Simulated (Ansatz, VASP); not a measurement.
**Se in VASP and in Ansatz**

```
Se
1.0
     5.39129    0.00000    0.00000
     0.00000    5.39129    0.00000
     0.00000    0.00000    5.39129
Se
8
Direct
  0.50000 0.50000 0.50000
  0.00000 0.00000 0.00000
  0.25000 0.00000 0.50000
  0.50000 0.25000 0.00000
  0.50000 0.75000 0.00000
  0.75000 0.00000 0.50000
  0.00000 0.50000 0.75000
  0.00000 0.50000 0.25000
```

Alike in both runs: functional PBEsol; k mesh 8 × 8 × 8; occupations gaussian, width 0.1 eV; no spin polarisation.

Ansatz relaxed the structure, and its values are those at the end. VASP's run is a single point on that final structure, the one shown.

```csv
,VASP,Ansatz
version,VASP 6.6.1,Ansatz 0.2.0
potentials or method,"VASP PAW PBE potentials, release 64 (Se)","scalar-relativistic, plane waves, PAW"
plane-wave cutoff (eV),520,420
valence electrons in the cell,48,128
```

```tsv
	VASP	Ansatz	Ansatz less VASP
gap on the k mesh at the Fermi level (eV)	none	none	-
pressure (GPa)	0.1	0.0	-0.09
```

A gap of «none» marks a metal or a gap that the smearing closes. The two sets of potentials don't hold the same shells in valence.

Caveats: the PAW data sets were made with another functional, which shifts forces and pressure a little (VASP).
